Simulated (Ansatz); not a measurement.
## Straining ZrO₂

Method: Ansatz 0.2.0, DFT r2SCAN, scalar-relativistic, plane waves, PAW. (500 eV cutoff, 6×6×6 k-mesh, Gaussian smearing of 0.02 eV, no spin polarisation)

Starting point, cell and atoms relaxed:

```
Zr O
1.0
     3.60135    0.00000    0.00000
     0.00000    3.60135    0.00000
     0.00000    0.00000    5.22797
Zr O
2 4
Direct
  0.00000 0.00000 0.00000
  0.50000 0.50000 0.50000
  0.00000 0.50000 0.30321
  0.00000 0.50000 0.80321
  0.50000 0.00000 0.69679
  0.50000 0.00000 0.19679
```

Deformation: all cell vectors scaled alike, the atoms relaxed, all within the symmetry that the strain leaves. Energies are extrapolated to zero smearing. Gaps are generalised Kohn–Sham gaps over the whole zone.

| strain (%) | ΔE (meV/atom) | a (Å) | b (Å) | c (Å) | gap (eV) |
| --- | --- | --- | --- | --- | --- |
| -4.5 | 149.1 | 3.439 | 3.439 | 4.993 | 4.56 |
| -3.0 | 62.5 | 3.493 | 3.493 | 5.071 | 4.64 |
| -1.5 | 14.7 | 3.547 | 3.547 | 5.150 | 4.66 |
| +0.0 | 0.0 | 3.601 | 3.601 | 5.228 | 4.60 |
| +1.5 | 13.2 | 3.655 | 3.655 | 5.306 | 4.44 |
| +3.0 | 49.8 | 3.709 | 3.709 | 5.385 | 4.28 |
| +4.5 | 106.1 | 3.763 | 3.763 | 5.463 | 4.12 |

**Question.** What stiffness (1/V) d²E/dε² at zero strain does a cubic fit over all points give?

**Answer.** A cubic fit gives (1/V) d²E/dε² = 1788 GPa at zero strain (nine times the bulk modulus at fixed shape).

**Question.** How fast does the gap move with strain on either side?

**Answer.** -43 meV per percent on the compressed side and -108 meV per percent on the stretched side; it is indirect at -1.5 %, indirect at zero and indirect at +1.5 %.

This fluorite-type form isn't the usual stable structure of the compound.